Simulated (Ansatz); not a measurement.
# TaN: the cost of one run

Program: Ansatz 0.2.0. Level of theory: DFT r²SCAN, scalar-relativistic, plane waves, PAW. These are calculated values, not measurements.

### 1 The system as given

Symmetry: F-43m, No. 216, cubic system. Conventional cell: a = 4.733 Å, b = 4.733 Å, c = 4.733 Å, α = 90.00°, β = 90.00°, γ = 90.00°. Ta (site symmetry -43m) has 4 N at 2.05 Å in its first shell of neighbours. N (site symmetry -43m) is surrounded by 4 Ta at 2.05 Å.

As a file:

```
CELL_PARAMETERS angstrom
0.00000 2.36651 2.36651
2.36651 0.00000 2.36651
2.36651 2.36651 0.00000
ATOMIC_POSITIONS crystal
Ta 0.00000 0.00000 0.00000
N 0.25000 0.25000 0.25000
```

An earlier run at r²SCAN left this cell at 13.253 Å³/atom and 0.00 GPa (12×12×12 mesh).

The changes: atom 2 (N) moved 0.02 Å along y; strain e5 = +0.03, atoms carried along; all atoms moved at random (σ = 0.03 Å), cell strained at random (1 %).

### 2 Atom 2 (N) moved 0.02 Å along y

The input, input.yaml:

```yaml
crystal:
  lattice:
    - [0.0, 2.3665051011, 2.3665051011]
    - [2.3665051011, 0.0, 2.3665051011]
    - [2.3665051011, 2.3665051011, 0.0]
  atoms:
    - { symbol: Ta, position: [0.0, 0.0, 0.0], spin: 0.05 }
    - { symbol: "N", position: [0.2542256406, 0.2457743594, 0.2542256406] }
basis:
  ecutwfc: 500
  ecutrho_ratio: 4
kpoints:
  mp_grid: { grid: [12, 12, 12] }
hamiltonian:
  xc: r2scan
scf:
  occupations: { method: gaussian, width: 0.05 }
output:
  forces: true
  stress: true
  eigenvalues: true
  populations: true
  write_density: true
  write_potential: true
  elf: true
  volumetric_format: npy
magnetization:
  spin_polarized: true
checkpoint:
  read: start.run
  write: ck
  compress: false
  write_wavefunctions: false
  write_every: 100000
```

start.run holds the converged state of the cell before the atoms were moved.

Launch:

```sh
> ansatz run input.yaml --threads 2 --pin off --max-ram 2662MiB --backend cpu --events-out ev --progress --plain --runs-dir out
```

What time and memory should one allow on 2 threads of Arm Neoverse V2, shared host?

About 21 s, with a peak of 0.6 GiB.
